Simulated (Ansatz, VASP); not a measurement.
**PtSe in VASP and in Ansatz**

```
CELL_PARAMETERS angstrom
3.72639 0.00000 0.00000
-1.86319 3.22715 0.00000
0.00000 0.00000 3.63677
ATOMIC_POSITIONS crystal
Pt 0.00000 0.00000 0.00000
Se 0.66667 0.33333 0.50000
```

The cell comes from a database or a generator and needn't be the stable form of this composition.

Alike in both runs: task single point; functional PBE; k mesh 8 × 8 × 7; occupations fermi-dirac, width 0.05 eV; no spin polarisation.

|  | VASP | Ansatz |
| --- | --- | --- |
| version | VASP 6.6.1 | Ansatz 0.2.0 |
| potentials or method | VASP PAW PBE potentials, release 64 (Pt, Se) | Ansatz PAW |
| plane-wave cutoff (eV) | 520 | 420 |
| valence electrons in the cell | 16 | 34 |

|  | VASP | Ansatz | Ansatz less VASP |
| --- | --- | --- | --- |
| gap on the k mesh at the Fermi level (eV) | none | none | - |
| pressure (GPa) | -12.7 | -12.6 | +0.09 |
| largest component of the traceless stress (GPa) | 3.44 | 3.43 | -0.019 |

A gap of «none» marks a metal or a gap that the smearing closes. The two sets of potentials don't hold the same shells in valence.

The runs have no spin-orbit coupling, so splittings on Pt are missing.
